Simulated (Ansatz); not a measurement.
# SbBr: the cost of one run

Computed with Ansatz 0.2.0 (DFT PBE, scalar-relativistic, plane waves, PAW, unless a step's input says otherwise).

### Step 1. The starting structure

It takes space group I4/mmm (No. 139, tetragonal). The conventional cell has a = 4.481 Å, b = 4.481 Å, c = 6.261 Å, α = 90.00°, β = 90.00°, γ = 90.00°. Sb (site symmetry 4/mmm) has 6 Br at 3.13 to 3.17 Å as nearest neighbours. Br (site symmetry 4/mmm) has 6 Sb at 3.13 to 3.17 Å as nearest neighbours.

Coordinates:

```
CELL_PARAMETERS angstrom
-2.24043 2.24043 3.13073
2.24043 -2.24043 3.13073
2.24043 2.24043 -3.13073
ATOMIC_POSITIONS crystal
Sb 0.00000 0.00000 0.00000
Br 0.50000 0.50000 0.00000
```

This is candidate A: CoO type (I4/mmm, No. 139).

(A quick probe on a coarse mesh, which set the mesh and smearing, is not shown.)

### Step 3. Relaxing cell and atoms (candidate A)

input.yaml

```yaml
crystal:
  lattice:
    - [-2.2404274775, 2.2404274775, 3.1307295903]
    - [2.2404274775, -2.2404274775, 3.1307295903]
    - [2.2404274775, 2.2404274775, -3.1307295903]
  atoms:
    - { symbol: Sb, position: [0.0, 0.0, 0.0] }
    - { symbol: Br, position: [0.5, 0.5, 0.0] }
basis:
  ecutwfc: 420
kpoints:
  mp_grid: { grid: [18, 18, 18] }
hamiltonian:
  xc: pbe
scf:
  occupations: { method: gaussian, width: 0.1 }
output:
  forces: true
  stress: true
  eigenvalues: true
relax:
  adjacent_minimum: "off"
  f_tol: 0.01
  max_steps: 80
  cell: { stress_tol: 0.05 }
```

Run with:

```sh
> ansatz run input.yaml --threads 1 --pin off --max-ram 2560MiB --backend cpu --events-out ev --progress --plain --runs-dir out
```

**Question.** How long does this run take on 1 thread of Intel Xeon Platinum 8488C (Sapphire Rapids), shared host, and how much memory does it need?

About 83 s, with a peak of 0.71 GiB.
